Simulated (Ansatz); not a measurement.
The system is Ga.

```
CELL_PARAMETERS angstrom
2.71648 0.00000 0.00000
0.00000 2.71648 0.00000
0.00000 0.00000 2.71648
ATOMIC_POSITIONS crystal
Ga 0.00000 0.00000 0.00000
```

The cell was built by a generator and needn't be a form met in nature.

| Property | Result |
| --- | --- |
| Program | Ansatz 0.2.0 |
| Task | relaxation of cell and atoms |
| Functional | HSEsol |
| Potentials or basis | Ansatz PAW |
| Cutoff | 420 eV (not typed: the program's choice for these potentials) |
| k mesh | 5 × 5 × 5 |
| Occupations | fermi-dirac, width 0.05 eV |
| Spin | no spin polarisation |

At the start: volume 20.05 Å³/atom.

**Question.** How do energy, volume and symmetry change on relaxing?

**Answer.** It ends after 5 steps and the volume is 18.72 Å³/atom (-6.6 %); space group Pm-3m (No. 221, to 0.05 Å).

The path:
```csv
step,energy change (eV),largest force (eV/Å),volume (Å³)
1,0.0000,0.0000,20.05
2,-0.0165,0.0000,18.84
3,-0.0167,0.0000,18.70
4,-0.0167,0.0000,18.72
5,-0.0160,0.0000,18.72
```

Final structure:
```xyz
1
Lattice="2.6552 0.0000 0.0000 0.0000 2.6552 0.0000 0.0000 0.0000 2.6552" Properties=species:S:1:pos:R:3 pbc="T T T"
Ga    0.0000    0.0000    0.0000
```

Caveat: the k mesh is coarse (spacing up to 0.46 Å⁻¹), so the values aren't converged, least of all with exact exchange; the plane-wave basis is chosen anew once the cell has moved, so the energies of steps on either side of that aren't comparable; the PAW data sets come from PBE, with cores solved anew for the run's functional, which leaves a small shift of forces and pressure.
